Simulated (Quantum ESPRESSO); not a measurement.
**PbSe (Clausthalite) under changes of volume**

One of the cells (28.671 Å³/atom); the others are scaled copies at fixed shape and fractional positions:

```xyz
2
Lattice="0.0000 3.0606 3.0606 3.0606 0.0000 3.0606 3.0606 3.0606 0.0000" Properties=species:S:1:pos:R:3 pbc="T T T"
Pb    0.0000    0.0000    0.0000
Se    3.0606    3.0606    3.0606
```

* Program: Quantum ESPRESSO 7.5
* Functional: PBEsol
* Potentials or basis: PseudoDojo 0.4.1 SR PBEsol standard
* Cutoff: 1170 eV
* Density cutoff: 4680 eV
* k mesh: 8 × 8 × 8
* Occupations: fermi-dirac, width 0.05 eV
* Spin: no spin polarisation

| volume (Å³/atom) | energy over the lowest point (meV/atom) | pressure (GPa) | gap on the mesh (eV) |
| --- | --- | --- | --- |
| 26.951 | 13.16 | 3.1 | 0.01 |
| 27.524 | 4.44 | 1.8 | 0.07 |
| 28.097 | 0.19 | 0.6 | 0.14 |
| 28.671 | 0.00 | -0.5 | 0.21 |
| 29.244 | ? | ? | ? |
| 29.818 | 10.30 | -2.3 | 0.33 |
| 30.391 | 20.08 | -3.1 | 0.39 |

Task: What does the run at 29.244 Å³/atom give?

Result: Energy over the lowest point 3.49 meV/atom; pressure -1.5 GPa; gap on the mesh 0.27 eV.

Worked out: A Birch-Murnaghan fit of order 3 (a polynomial in V^(-2/3)) to the other rows has its minimum at 28.41 Å³/atom with B0 = V·E''(V) = 53 GPa and B' = 4.0. It gives 3.49 meV/atom at 29.244 Å³/atom, against the run's 3.49, and -dE/dV = -1.5 GPa, against -1.5.

Energies are extrapolated to zero smearing.

Caveats: spin-orbit coupling is left out, which as a rule narrows the gap of such compounds by several tenths of an eV.

A mesh can miss the band edges.
